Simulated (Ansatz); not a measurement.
# AlRu: response to strain

AlRu is deformed so: xy engineering shear strain of +4 %. What stress and forces result, by LAPW, PAW and all-electron datasets made for the crystal?

Computed with Ansatz 0.2.0 (DFT PBE, scalar-relativistic, unless a step's input says otherwise).

### 1 The structure to begin with

Symmetry: Pm-3m, No. 221, cubic system. Conventional cell: a = 2.992 Å, b = 2.992 Å, c = 2.992 Å, α = 90.00°, β = 90.00°, γ = 90.00°. Al (site symmetry m-3m) is surrounded by 8 Ru at 2.59 Å. Ru (site symmetry m-3m) has 8 Al at 2.59 Å as nearest neighbours.

As a file:

```
CELL_PARAMETERS angstrom
2.99160 0.00000 0.00000
0.00000 2.99160 0.00000
0.00000 0.00000 2.99160
ATOMIC_POSITIONS crystal
Al 0.00000 0.00000 0.00000
Ru 0.50000 0.50000 0.50000
```

Atoms are numbered in the order of the input: Al1, Ru2.

### 2 The deformed structure

Space group Pm-3m before, Cmmm after.

### 3 Full-potential LAPW

The input, input.yaml:

```yaml
crystal:
  lattice:
    - [2.9916, 0.059832, 0.0]
    - [0.059832, 2.9916, 0.0]
    - [0.0, 0.0, 2.9916]
  atoms:
    - { symbol: Al, position: [0.0, 0.0, 0.0] }
    - { symbol: Ru, position: [0.5, 0.5, 0.5] }
kpoints:
  mp_grid: { grid: [14, 14, 14] }
scf:
  occupations: { method: fermi_dirac, width: 0.08 }
hamiltonian:
  xc: pbe
  pseudopotentials: { kind: all_electron, lapw: { basis_error: 0.0005 } }
output:
  forces: true
  stress: true
  eigenvalues: true
```

### 4 PAW with frozen cores

input.yaml, as its differences from that of step 3:

```diff
@@ -14,3 +14,3 @@
   xc: pbe
-  pseudopotentials: { kind: all_electron, lapw: { basis_error: 0.0005 } }
+  pseudopotentials: { kind: paw }
 output:
@@ -19 +19,2 @@
   eigenvalues: true
+  efg: { contact_densities: true }
```

### 5 Datasets made for this crystal

input.yaml, as its differences from that of step 4:

```diff
@@ -14,3 +14,3 @@
   xc: pbe
-  pseudopotentials: { kind: paw }
+  pseudopotentials: { kind: all_electron, datasets: crystal }
 output:
```

(Steps that only read results are left out.)

What does the calculation give? Wanted: pressure; largest shear or deviatoric stress.

**Answer**, as computed:

| quantity | value |
| --- | --- |
| pressure | LAPW 2.98, PAW 3.04, crystal datasets 2.98 GPa |
| largest shear or deviatoric stress (LAPW) | 5.19 GPa |

The largest part of the stress beyond the pressure is 5.19 GPa in size, in the xy component; the atoms are carried along and not relaxed. No run of the undeformed cell stands beside it, so the pressure holds what the given cell had before the change. PAW: stress within 0.06 GPa of LAPW. Crystal datasets: stress within 0.01 GPa of LAPW.
